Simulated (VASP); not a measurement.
# CdSe (P6_3mc) in VASP: notebook

Runs on CdSe. Level: PBE. Tasks: single point.

All numbers are computed with VASP 6.6.1; they aren't measurements. Logs are shortened: lines on timing, memory, paths and dates and some standing lists are left out, and cuts for length are marked.

**Measured values to compare with.**

From a printed reference work, data compilation, for a bulk crystal of CdSe at 2 K: band gap 1.841 eV.

The results are compared with them further down.

### 1 The cell of the first run

Symmetry: P6_3mc, No. 186, hexagonal system. Conventional cell: a = 4.246 Å, b = 4.246 Å, c = 6.938 Å, α = 90.00°, β = 90.00°, γ = 120.00°. Cd (site symmetry 3m) has 4 Se at 2.60 Å within 3.4 Å. Within 3.4 Å of Se (site symmetry 3m) lie 4 Cd at 2.60 Å.

### 2 Single point, PBE (27.08 Å³/atom)

INCAR reads:

```
SYSTEM = CdSe
ALGO = Normal
EDIFF = 1E-6
ENCUT = 520
GGA = PE
ISIF = 2
ISMEAR = 0
LASPH = .True.
LCHARG = .False.
LREAL = .False.
LWAVE = .False.
NBANDS = 26
NELM = 80
PREC = Accurate
SIGMA = 0.02
```

KPOINTS reads:

```
k-points
0
Gamma
  12 12 6
  0 0 0
```

POSCAR reads:

```
CdSe
1.0
    4.2458776253      0.0000000000      0.0000000000
   -2.1229388126      3.6770378848      0.0000000000
    0.0000000000      0.0000000000      6.9381862137
Cd Se
2 2
Direct
    0.3333333333      0.6666666667      0.0048462126
    0.6666666667      0.3333333333      0.5048462126
    0.3333333333      0.6666666667      0.3801537874
    0.6666666667      0.3333333333      0.8801537874
```

Potentials or basis: VASP PAW PBE potentials, release 64 (Cd, Se).

The run is started by

```console
cat potpaw_PBE.64/Cd/POTCAR potpaw_PBE.64/Se/POTCAR > POTCAR
mpirun -np 1 vasp_std > vasp.out
```

OUTCAR:

```text
SYSTEM = CdSe
   EDIFF = 1E-6
   ENCUT = 520
   GGA = PE
   ISIF = 2
   ISMEAR = 0
   LASPH = .True.
   LREAL = .False.
   NELM = 80
   PREC = Accurate

 ion  position               nearest neighbor table
   1  0.333  0.667  0.005-   4 2.60   4 2.60   4 2.60   3 2.60
   2  0.667  0.333  0.505-   3 2.60   3 2.60   3 2.60   4 2.60
   3  0.333  0.667  0.380-   2 2.60   2 2.60   2 2.60   1 2.60
   4  0.667  0.333  0.880-   1 2.60   1 2.60   1 2.60   2 2.60

  LATTYP: Found a hexagonal cell.
 ALAT       =     4.2458776253
 C/A-ratio  =     1.6340994315

  Lattice vectors:

 A1 = (   4.2458776253,   0.0000000000,   0.0000000000)
 A2 = (  -2.1229388126,   3.6770378848,   0.0000000000)
 A3 = (   0.0000000000,   0.0000000000,   6.9381862137)

Analysis of symmetry for initial positions (statically):
=====================================================================
 Subroutine PRICEL returns:
 Original cell was already a primitive cell.

 Routine SETGRP: Setting up the symmetry group for a
 hexagonal supercell.

 Subroutine GETGRP returns: Found 12 space group operations
 (whereof  6 operations were pure point group operations)
 out of a pool of 24 trial point group operations.

The static configuration has the point symmetry C_3v.
 The point group associated with its full space group is C_6v.

Analysis of symmetry for dynamics (positions and initial velocities):
=====================================================================
 Subroutine PRICEL returns:
 Original cell was already a primitive cell.

 Routine SETGRP: Setting up the symmetry group for a
 hexagonal supercell.

 Subroutine GETGRP returns: Found 12 space group operations
 (whereof  6 operations were pure point group operations)
 out of a pool of 24 trial point group operations.

The dynamic configuration has the point symmetry C_3v.
 The point group associated with its full space group is C_6v.

 Subroutine INISYM returns: Found 12 space group operations
 (whereof  6 operations are pure point group operations),
 and found     1 'primitive' translations

----------------------------------------------------------------------------------------

                                     Primitive cell

  volume of cell :     108.3207

  direct lattice vectors                    reciprocal lattice vectors
     4.245877625  0.000000000  0.000000000     0.235522568  0.135979018  0.000000000
    -2.122938813  3.677037885  0.000000000     0.000000000  0.271958036  0.000000000
     0.000000000  0.000000000  6.938186214     0.000000000  0.000000000  0.144129888

  length of vectors
     4.245877625  4.245877625  6.938186214     0.271958036  0.271958036  0.144129888

  position of ions in fractional coordinates (direct lattice)
     0.333333333  0.666666667  0.004846213
     0.666666667  0.333333333  0.504846213
     0.333333333  0.666666667  0.380153787
     0.666666667  0.333333333  0.880153787

  ion indices of the primitive-cell ions
   primitive index   ion index
                 1           1
                 2           2
                 3           3
                 4           4

----------------------------------------------------------------------------------------

 KPOINTS: k-points

Automatic generation of k-mesh.
 Grid dimensions read from file:
 generate k-points for:   12   12    6

 Generating k-lattice:

  Cartesian coordinates                     Fractional coordinates (reciprocal lattice)
     0.019626881  0.011331585  0.000000000     0.083333333  0.000000000  0.000000000
     0.000000000  0.022663170  0.000000000     0.000000000  0.083333333  0.000000000
     0.000000000  0.000000000  0.024021648     0.000000000  0.000000000  0.166666667

  Length of vectors
     0.022663170  0.022663170  0.024021648

  Shift w.r.t. Gamma in fractional coordinates (k-lattice)
     0.000000000  0.000000000  0.000000000

 Subroutine IBZKPT returns following result:
 ===========================================

 Found     76 irreducible k-points:

 Following reciprocal coordinates:
            Coordinates               Weight
[... 42 lines left out ...]

  energy without entropy =      -10.81460705  energy(sigma->0) =      -10.81460705

 E-fermi :   1.4068     XC(G=0):  -9.0544

 val. band max:        1.2583686500   @ k =   0.0000   0.0000   0.0000
 cond. band min:       2.0062385818   @ k =   0.0000   0.0000   0.0000
 fundamental gap:      0.7478699318
 Fermi energy:         1.4067621267

 k-point     1 :       0.0000    0.0000    0.0000
  band No.  band energies     occupation
      1     -11.5677      2.00000
      2     -11.1558      2.00000
      3      -6.8090      2.00000
      4      -6.7999      2.00000
      5      -6.7999      2.00000
      6      -6.7242      2.00000
[... 18 lines left out ...]
     25       8.3220      0.00000
     26       9.1084      0.00000

 k-point     2 :       0.0833    0.0000    0.0000
  band No.  band energies     occupation
      1     -11.5439      2.00000
      2     -11.1448      2.00000
      3      -6.8020      2.00000
      4      -6.7910      2.00000
      5      -6.7827      2.00000
      6      -6.7141      2.00000
[... 18 lines left out ...]
     25       8.4977      0.00000
     26       8.9549      0.00000

 k-point     3 :       0.1667    0.0000    0.0000
  band No.  band energies     occupation
      1     -11.4774      2.00000
      2     -11.1155      2.00000
      3      -6.7802      2.00000
      4      -6.7681      2.00000
      5      -6.7340      2.00000
      6      -6.6821      2.00000
[... 18 lines left out ...]
     25       8.6038      0.00000
     26       8.9819      0.00000

 k-point     4 :       0.2500    0.0000    0.0000
  band No.  band energies     occupation
      1     -11.3825      2.00000
      2     -11.0784      2.00000
      3      -6.7536      2.00000
      4      -6.7406      2.00000
      5      -6.6636      2.00000
      6      -6.6331      2.00000
[... 18 lines left out ...]
     25       8.7822      0.00000
     26       9.2766      0.00000
[... 496 lines left out ...]
      1     -11.4526      2.00000
      2     -11.1387      2.00000
      3      -6.7716      2.00000
      4      -6.7631      2.00000
      5      -6.7250      2.00000
      6      -6.6863      2.00000
[... 18 lines left out ...]
     25       8.7614      0.00000
     26       8.8252      0.00000

 k-point    23 :       0.2500    0.0000    0.1667
  band No.  band energies     occupation
      1     -11.3611      2.00000
      2     -11.0974      2.00000
      3      -6.7480      2.00000
      4      -6.7339      2.00000
      5      -6.6670      2.00000
      6      -6.6407      2.00000
[... 18 lines left out ...]
     25       8.8668      0.00000
     26       9.5530      0.00000

 k-point    24 :       0.3333    0.0000    0.1667
  band No.  band energies     occupation
      1     -11.2634      2.00000
      2     -11.0611      2.00000
      3      -6.7293      2.00000
      4      -6.7097      2.00000
      5      -6.6205      2.00000
      6      -6.5966      2.00000
[... 18 lines left out ...]
     25       9.0094      0.00000
     26       9.8126      0.00000

 [... further k-points ...]
[... 5 lines left out ...]
  --------------------------------------------------------------------------------------
  -------------------------------------------------------------------------------------
  Total        3.7864297      3.7864297      3.8041273      0.0000000      0.0000000      0.0000000
  in kB       56.0052775     56.0052775     56.2670438      0.0000000      0.0000000      0.0000000
  external PRESSURE =      56.0925329 kB  Pullay stress =       0.0000000 kB

 VOLUME and BASIS-vectors are now :
 -----------------------------------------------------------------------------
  energy-cutoff  :      520.00
  volume of cell :      108.32
      direct lattice vectors                 reciprocal lattice vectors
     4.245877625  0.000000000  0.000000000     0.235522568  0.135979018  0.000000000
    -2.122938813  3.677037885  0.000000000     0.000000000  0.271958036  0.000000000
     0.000000000  0.000000000  6.938186214     0.000000000  0.000000000  0.144129888

 POSITION                                       TOTAL-FORCE (eV/Angst)
 -----------------------------------------------------------------------------------
     -0.00000      2.45136      0.03362         0.000000     -0.000000      0.005020
      2.12294      1.22568      3.50272        -0.000000      0.000000      0.005020
     -0.00000      2.45136      2.63758         0.000000     -0.000000     -0.005020
      2.12294      1.22568      6.10667        -0.000000      0.000000     -0.005020
 -----------------------------------------------------------------------------------
    total drift:                               -0.000000     -0.000000     -0.000154

  FREE ENERGIE OF THE ION-ELECTRON SYSTEM (eV)
  ---------------------------------------------------
  free  energy   TOTEN  =       -10.8146070501 eV

  energy  without entropy=      -10.8146070501  energy(sigma->0) =      -10.81460705
```

It took 87 s on 1 thread of AMD EPYC 9R45 (Zen 5), shared host; peak memory 0.32 GiB.

Results:

```
Free energy            : -10.8146 eV
Pressure               : 5.6 GPa
Largest force          : 0.005 eV/Å
Band gap on the k mesh : 0.75 eV
```

Forces on the atoms (eV/Å):
```
Cd   0.000  0.000  0.005
Cd   0.000  0.000  0.005
Se   0.000  0.000 -0.005
Se   0.000  0.000 -0.005
```

Caveat: the cell stands under pressure.

### 3 Single point, PBE (27.97 Å³/atom)

This run uses another cell than the first one, of 27.97 Å³/atom.

INCAR reads:

```
PREC = Accurate ; ENCUT = 520
EDIFF = 1E-7 ; ISMEAR = 0
SIGMA = 0.02 ; LREAL = F
LASPH = T ; NELM = 60
ALGO = Normal ; ISIF = 2
LWAVE = F ; LCHARG = F
GGA = PE ; NBANDS = 26
```

KPOINTS reads:

```
Automatic mesh
0
Gamma
  12 12 6
```

POSCAR reads:

```
CdSe
1.0
    4.2938976942      0.0000000000      0.0000000000
   -2.1469488471      3.7186244844      0.0000000000
    0.0000000000      0.0000000000      7.0075139813
Cd Se
2 2
Direct
    0.3333333333      0.6666666667      0.0045810803
    0.6666666667      0.3333333333      0.5045810803
    0.3333333333      0.6666666667      0.3804189197
    0.6666666667      0.3333333333      0.8804189197
```

Potentials or basis: VASP PAW PBE potentials, release 64 (Cd, Se).

The run is started by

```console
cat potpaw_PBE.64/Cd/POTCAR potpaw_PBE.64/Se/POTCAR > POTCAR
mpirun -np 1 vasp_std > vasp.out
```

Wall time 1.7 min (1 thread of AMD EPYC 9R45 (Zen 5), shared host); peak memory 0.32 GiB.

Results (log left out):

```
Free energy            : -10.9157 eV
Pressure               : 3.5 GPa
Largest force          : 0.009 eV/Å
Band gap on the k mesh : 0.68 eV
```

Forces in eV/Å, atoms in the order of the input:
```
Cd   0.000  0.000  0.009
Cd   0.000  0.000  0.009
Se   0.000  0.000 -0.009
Se   0.000  0.000 -0.009
```

Levels at points of the mesh, in eV from the valence-band top:
| k point | band 16 | band 17 | band 18 | band 19 | band 20 | band 21 |
| --- | --- | --- | --- | --- | --- | --- |
| (0.00, 0.00, 0.00) | -0.05 | 0.00 | 0.00 | 0.68 | 2.21 | 5.86 |
| (0.50, 0.00, 0.00) | -1.88 | -1.35 | -0.77 | 3.23 | 3.33 | 4.77 |
| (0.00, 0.00, 0.50) | -0.40 | -0.40 | -0.40 | 2.39 | 2.39 | 5.86 |
| (0.50, 0.00, 0.50) | -1.38 | -1.36 | -1.36 | 2.94 | 2.94 | 4.85 |

Caveat: the cell stands under pressure.

### 4 Single point, PBE

This run uses another cell than the first one, of 28.10 Å³/atom.

INCAR reads:

```
SYSTEM = CdSe
ALGO = Normal
EDIFF = 1E-6
ENCUT = 520
GGA = PE
ISIF = 2
ISMEAR = 0
LASPH = .TRUE.
LCHARG = .FALSE.
LREAL = .FALSE.
LWAVE = .FALSE.
NBANDS = 26
NELM = 60
PREC = Accurate
SIGMA = 0.02
```

KPOINTS reads:

```
k-points
0
G
  12 12 6
  0 0 0
```

POSCAR reads:

```
CdSe
1.0
    4.3000000000      0.0000000000      0.0000000000
   -2.1500000000      3.7239092363      0.0000000000
    0.0000000000      0.0000000000      7.0200000000
Cd Se
2 2
Direct
    0.3333333333      0.6666666667      0.0000000000
    0.6666666667      0.3333333333      0.5000000000
    0.3333333333      0.6666666667      0.3850000000
    0.6666666667      0.3333333333      0.8850000000
```

The run is started by

```console
cat potpaw_PBE.64/Cd/POTCAR potpaw_PBE.64/Se/POTCAR > POTCAR
mpirun -np 1 vasp_std > vasp.out
```

Wall time 90 s (1 thread of AMD EPYC 9R45 (Zen 5), shared host); peak memory 0.32 GiB.

The run converged. Its results:

| Quantity | Value |
| --- | --- |
| Free energy | -10.9064 eV |
| Pressure | 3.3 GPa |
| Largest force | 0.291 eV/Å |
| Band gap on the k mesh | 0.70 eV |

Forces on the atoms (eV/Å):
```
Cd   0.000  0.000  0.291
Cd   0.000  0.000  0.291
Se   0.000  0.000 -0.291
Se   0.000  0.000 -0.291
```

Stress tensor (GPa, compression positive):
```
4.03 0.00 0.00
0.00 4.03 0.00
0.00 0.00 1.94
```

Levels at points of the mesh, in eV from the valence-band top:
```csv
k point,band 15,band 16,band 17,band 18,band 19,band 20,band 21,band 22
"(0.00, 0.00, 0.00)",-0.72,-0.01,0.00,0.00,0.70,2.12,5.88,5.88
"(0.50, 0.00, 0.00)",-2.56,-1.86,-1.24,-0.83,3.23,3.31,4.80,6.16
"(0.00, 0.00, 0.50)",-0.37,-0.37,-0.37,-0.37,2.34,2.34,5.83,5.83
"(0.50, 0.00, 0.50)",-1.38,-1.38,-1.29,-1.29,2.99,2.99,4.78,4.78
```

Caveat: the cell stands under pressure.

### 5 Single point, PBE (28.87 Å³/atom)

This run uses another cell than the first one, of 28.87 Å³/atom.

INCAR reads:

```
PREC = Accurate ; ENCUT = 520
EDIFF = 1E-7 ; ISMEAR = 0
SIGMA = 0.02 ; LREAL = F
LASPH = T ; NELM = 100
ALGO = Normal ; ISIF = 2
LWAVE = F ; LCHARG = F
GGA = PE ; NBANDS = 26
```

KPOINTS reads:

```
Automatic mesh
0
Gamma
  12 12 6
```

POSCAR reads:

```
CdSe
1.0
    4.3390999391      0.0000000000      0.0000000000
   -2.1695499695      3.7577707768      0.0000000000
    0.0000000000      0.0000000000      7.0812827074
Cd Se
2 2
Direct
    0.3333333333      0.6666666667      0.0045810803
    0.6666666667      0.3333333333      0.5045810803
    0.3333333333      0.6666666667      0.3804189197
    0.6666666667      0.3333333333      0.8804189197
```

The run is started by

```console
cat potpaw_PBE.64/Cd/POTCAR potpaw_PBE.64/Se/POTCAR > POTCAR
mpirun -np 1 vasp_std > vasp.out
```

It took 87 s on 1 thread of AMD EPYC 9R45 (Zen 5), shared host; peak memory 0.32 GiB.

It converged, with:

```
Free energy            : -10.9738 eV
Pressure               : 1.7 GPa
Largest force          : 0.005 eV/Å
Band gap on the k mesh : 0.61 eV
```

Forces in eV/Å, atoms in the order of the input:
```
Cd   0.000  0.000  0.005
Cd   0.000  0.000  0.005
Se   0.000  0.000 -0.005
Se   0.000  0.000 -0.005
```

Levels at points of the mesh, in eV from the valence-band top:
```
           k point  band 14  band 15  band 16  band 17  band 18  band 19  band 20  band 21  band 22  band 23
(0.00, 0.00, 0.00)    -0.73    -0.73    -0.05     0.00     0.00     0.61     2.18     5.86     5.86     6.14
(0.50, 0.00, 0.00)    -3.54    -2.55    -1.77    -1.27    -0.72     3.16     3.33     4.78     6.05     6.45
(0.00, 0.00, 0.50)    -2.60    -0.38    -0.38    -0.38    -0.38     2.32     2.32     5.81     5.81     6.25
(0.50, 0.00, 0.50)    -4.09    -1.30    -1.30    -1.29    -1.29     2.92     2.92     4.84     4.84     7.66
```

### 6 Single point, PBE

This run uses another cell than the first one, of 29.76 Å³/atom.

INCAR reads:

```
PREC     = Accurate       # precision mode
ENCUT    = 520            # plane-wave cutoff, eV
EDIFF    = 1E-6           # SCF threshold, eV
ISMEAR   = 0              # smearing method
SIGMA    = 0.02           # smearing width, eV
LREAL    = F              # projectors in reciprocal space
LASPH    = T              # aspherical terms in the spheres
NELM     = 80             # most SCF steps
ALGO     = Normal         # electronic algorithm
ISIF     = 2              # what is computed and relaxed
LWAVE    = F              # write WAVECAR
LCHARG   = F              # write CHGCAR
GGA      = PE             # functional
NBANDS   = 26             # bands
```

KPOINTS reads:

```
regular mesh
0
Gamma
  12 12 6
```

POSCAR reads:

```
CdSe
1.0
    4.3833795273      0.0000000000      0.0000000000
   -2.1916897636      3.7961180251      0.0000000000
    0.0000000000      0.0000000000      7.1535456852
Cd Se
2 2
Direct
    0.3333333333      0.6666666667      0.0045810803
    0.6666666667      0.3333333333      0.5045810803
    0.3333333333      0.6666666667      0.3804189197
    0.6666666667      0.3333333333      0.8804189197
```

Potentials or basis: VASP PAW PBE potentials, release 64 (Cd, Se).

The run is started by

```console
cat potpaw_PBE.64/Cd/POTCAR potpaw_PBE.64/Se/POTCAR > POTCAR
mpirun -np 1 vasp_std > vasp.out
```

Run time: 1.7 min. Hardware: 1 thread of AMD EPYC 9R45 (Zen 5), shared host; peak memory 0.35 GiB.

The run converged. Its results:

| Item | Value |
| --- | --- |
| Free energy | -10.9956 eV |
| Pressure | 0.2 GPa |
| Band gap on the k mesh | 0.54 eV |

Levels at points of the mesh, in eV from the valence-band top:
```csv
k point,band 15,band 16,band 17,band 18,band 19,band 20,band 21,band 22
"(0.00, 0.00, 0.00)",-0.69,-0.04,0.00,0.00,0.54,2.14,5.85,5.85
"(0.50, 0.00, 0.00)",-2.42,-1.68,-1.20,-0.68,3.09,3.33,4.78,5.94
"(0.00, 0.00, 0.50)",-0.36,-0.36,-0.36,-0.36,2.26,2.26,5.76,5.76
"(0.50, 0.00, 0.50)",-1.24,-1.24,-1.22,-1.22,2.90,2.90,4.83,4.83
```

### 7 Summary

| cell | gap on the mesh (eV) | pressure (GPa) | largest force (eV/Å) |
| --- | --- | --- | --- |
| a = 4.246, b = 4.246, c = 6.938 Å, angles 90.0, 90.0, 120.0°, 4 atoms, atomic positions A | 0.75 | 5.6 | 0.01 |
| a = 4.294, b = 4.294, c = 7.008 Å, angles 90.0, 90.0, 120.0°, 4 atoms, atomic positions A | 0.68 | 3.5 | 0.01 |
| a = 4.300, b = 4.300, c = 7.020 Å, angles 90.0, 90.0, 120.0°, 4 atoms, atomic positions B | 0.70 | 3.3 | 0.29 |
| a = 4.339, b = 4.339, c = 7.081 Å, angles 90.0, 90.0, 120.0°, 4 atoms, atomic positions A | 0.61 | 1.7 | - |
| a = 4.383, b = 4.383, c = 7.154 Å, angles 90.0, 90.0, 120.0°, 4 atoms, atomic positions A | 0.54 | 0.2 | - |

Alike in all rows: task single point; level PBE; potentials or basis VASP PAW PBE potentials, release 64 (Cd, Se); no spin polarisation; k mesh 12 × 12 × 6; cutoff (eV) 520; smearing gaussian 0.02 eV.

Caveats: the cell stands under pressure (at least some runs).

Total energies depend on the potentials used, so only differences within one code and one set of settings carry meaning.

### 8 Against experiment

Step 6. Against the measured gap of CdSe, 1.841 eV (2 K; a printed reference work, data compilation), the calculated 0.54 eV is off by -1.30 eV. So large a miss can be the level of theory's own, or it may mean another phase, state or a wrong row. Spin-orbit coupling on Cd, Se is left out. The value is that of PBE, without temperature or zero-point motion. Semilocal functionals fall short of measured gaps as a rule.
